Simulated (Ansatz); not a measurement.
Starting cell, CaF$_{2}$ (fluorite):

```
CELL_PARAMETERS angstrom
      0.00000     5.43914     5.43914
      2.71957     0.00000     2.71957
      2.71957     2.71957     0.00000
ATOMIC_POSITIONS crystal
  Ca 0.00000 0.00000 0.00000
  Ca 0.50000 0.00000 0.00000
  F  0.12500 0.25000 0.25000
  F  0.62500 0.25000 0.25000
  F  0.37500 0.75000 0.75000
  F  0.87500 0.75000 0.75000
```

The atoms are displaced by Q × the pattern below (from a DFPT mode at L = (0.5, 0.0, 0.0), largest move 1; Q in Å), at fixed cell. It is one choice among 2 degenerate patterns. (q is in reciprocal vectors of the primitive cell; the cell shown is doubled to hold the pattern.)

```csv
atom,x,y,z
Ca1,0.285,-0.520,0.805
Ca2,-0.285,0.520,-0.805
F3,0.165,-0.301,0.466
F4,-0.165,0.301,-0.466
F5,-0.165,0.301,-0.466
F6,0.165,-0.301,0.466
```

Calculation: r2SCAN (plane waves to 500 eV, PAW, scalar-relativistic; Ansatz, a program for electronic structure). k mesh 11×11×11 (Γ-centred), Fermi-Dirac smearing 0.05 eV. Energies are smeared free energies. CaF2 was relaxed with its symmetry unable to fall. ΔE is measured from the undisplaced structure.

```csv
Q (Å),ΔE (meV/cell)
-0.180,133.1
-0.150,withheld
-0.120,59.0
-0.090,33.1
-0.060,14.7
-0.030,3.7
0.000,0.0
0.030,3.7
0.060,14.7
0.090,33.1
0.120,59.0
0.150,withheld
0.180,133.1
```

### Question
Fit an even polynomial form (powers 2, 4) to the given rows and predict ΔE at Q = -0.150.

### Answer
Least squares on the 11 given rows: ΔE = (4085)·Q² + (719.4)·Q⁴, in meV/cell with Q in Å; root-mean-square residual 0.02 meV/cell. At -0.150 the fit gives 92.3 meV/cell; the calculation gives 92.2 meV/cell, so the interpolation is off by 0.1 (+0.1 %). The quadratic term alone would give 91.9 meV/cell.

(For displaced atoms, the force is minus the slope of the energy, and its curvature is a force constant, which sets phonon frequencies.)
